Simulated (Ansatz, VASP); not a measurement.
## CsI: VASP beside Ansatz

The input INCAR:

```
SYSTEM = CsI
PREC = Accurate
ENCUT = 520
EDIFF = 1E-6
ISMEAR = 0
SIGMA = 0.02
LREAL = .FALSE.
LASPH = .TRUE.
NELM = 100
ALGO = Fast
ISIF = 2
LWAVE = .FALSE.
LCHARG = .TRUE.
GGA = PS
LELF = .TRUE.
LVHAR = .TRUE.
NBANDS = 15
```

The input KPOINTS:

```
regular mesh
0
G
  6 6 6
  0 0 0
```

File POSCAR:

```
CsI
1.0
    4.5033236737      0.0000000000      0.0000000000
    0.0000000000      4.5033236737      0.0000000000
    0.0000000000      0.0000000000      4.5033236737
Cs I
1 1
Direct
    0.0000000000      0.0000000000      0.0000000000
    0.5000000000      0.5000000000      0.5000000000
```

Input for Ansatz:

```yaml
crystal:
  lattice:
    - [4.5033236737, 0.0, 0.0]
    - [0.0, 4.5033236737, 0.0]
    - [0.0, 0.0, 4.5033236737]
  atoms:
    - { symbol: Cs, position: [0.0, 0.0, 0.0] }
    - { symbol: I, position: [0.5, 0.5, 0.5] }
basis:
  ecutwfc: 420
kpoints:
  mp_grid: { grid: [6, 6, 6] }
  band_path: { path: [VBM, CBM], npoints: 2 }
hamiltonian:
  xc: pbesol
scf:
  occupations: { method: gaussian, width: 0.02 }
output:
  forces: true
  stress: true
  eigenvalues: true
```

Alike in both runs: task single point; functional PBEsol; k mesh 6 × 6 × 6; occupations gaussian, width 0.02 eV; no spin polarisation.

|  | VASP | Ansatz |
| --- | --- | --- |
| version | VASP 6.6.1 | Ansatz 0.2.0 |
| potentials or method | VASP PAW PBE potentials, release 64 (Cs_sv, I) | scalar-relativistic, plane waves, PAW |
| plane-wave cutoff (eV) | 520 | 420 |
| valence electrons in the cell | 16 | 26 |

|  | VASP | Ansatz | Ansatz less VASP |
| --- | --- | --- | --- |
| gap on the k mesh at the Fermi level (eV) | 3.84 | 3.85 | +0.013 |
| least direct gap on the mesh (eV) | 3.92 | 3.93 | +0.009 |
| pressure (GPa) | 0.1 | 0.0 | -0.08 |

The two sets of potentials don't hold the same shells in valence.

Caveats: the PAW data sets were made with another functional, which shifts forces and pressure a little (VASP); spin-orbit coupling is left out, which moves the levels of the heavy elements. PBEsol gaps usually lie below the measured ones, often by a third to a half. A k mesh can miss the band edges.
